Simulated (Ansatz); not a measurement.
Input of an Ansatz 0.2.0 run:

input.yaml

```yaml
crystal:
  lattice:
    - [0.0, 3.05006681, 3.05006681]
    - [3.05006681, 0.0, 3.05006681]
    - [3.05006681, 3.05006681, 0.0]
  atoms:
    - { symbol: Ti, position: [0.5, 0.5, 0.5] }
    - { symbol: Te, position: [0.0, 0.0, 0.0] }
hamiltonian:
  xc: r2scan
  pseudopotentials: { kind: paw }
  hubbard: { sites: [{ species: Ti, l: d, u_eff: 4.0 }] }
kpoints:
  mp_grid: { grid: [8, 8, 8] }
  band_path:
    path:
      - [[0.0, 0.0, 0.0], [0.5, 0.0, 0.5], [0.5, 0.25, 0.75], [0.375, 0.375, 0.75], [0.0, 0.0, 0.0], [0.5, 0.5, 0.5], [0.625, 0.25, 0.625], [0.5, 0.25, 0.75], [0.5, 0.5, 0.5], [0.375, 0.375, 0.75]]
      - [[0.625, 0.25, 0.625], [0.5, 0.0, 0.5]]
    npoints: 14
scf:
  occupations: { method: fermi_dirac, width: 0.05 }
  n_extra_bands: 6
output:
  forces: true
  stress: true
  eigenvalues: true
  fatbands: true
```

Potentials or basis: Ansatz PAW.

Run with:

```console
$ ansatz run input.yaml --threads 2 --pin off --max-ram 5632MiB --backend cpu --events-out ev --progress --plain --runs-dir out
```

Predict the pressure.

-8.1 GPa.

Predict the band gap on the k mesh.

none (metal or under the smearing width).

Levels at the corners of the path, in eV from the Fermi level:
```
point  band 10  band 11  band 12  band 13  band 14  band 15  band 16  band 17  band 18  band 19
    Γ   -13.20    -1.79    -1.79    -1.79    -0.53    -0.53    -0.53     0.70     0.70     1.86
    X   -11.96    -5.37    -3.32    -3.32    -1.25     0.35     0.35     0.64     1.04     1.89
    W   -11.91    -4.65    -4.65    -4.12     0.02     0.02     0.35     0.94     1.54     4.44
    K   -11.95    -5.01    -4.71    -3.30    -0.52     0.24     0.37     1.23     1.62     2.65
    Γ   -13.20    -1.79    -1.79    -1.79    -0.53    -0.53    -0.53     0.70     0.70     1.86
    L   -12.20    -6.11    -3.13    -3.13     0.22     0.22     0.28     2.26     2.99     2.99
    U   -11.95    -5.01    -4.71    -3.30    -0.52     0.24     0.37     1.23     1.62     2.65
    W   -11.91    -4.65    -4.65    -4.12     0.02     0.02     0.35     0.94     1.54     4.44
    L   -12.20    -6.11    -3.13    -3.13     0.22     0.22     0.28     2.26     2.99     2.99
    K   -11.95    -5.01    -4.71    -3.30    -0.52     0.24     0.37     1.23     1.62     2.65
    U   -11.95    -5.01    -4.71    -3.30    -0.52     0.24     0.37     1.23     1.62     2.65
    X   -11.96    -5.37    -3.32    -3.32    -1.25     0.35     0.35     0.64     1.04     1.89
```

Caveat: spin-orbit coupling is left out, which moves the levels of the heavy elements; U without spin polarisation on a metal has little footing; the PAW data sets come from PBE, with cores solved anew for the run's functional, which leaves a small shift of forces and pressure; the U is typed as a test and isn't derived for this compound.
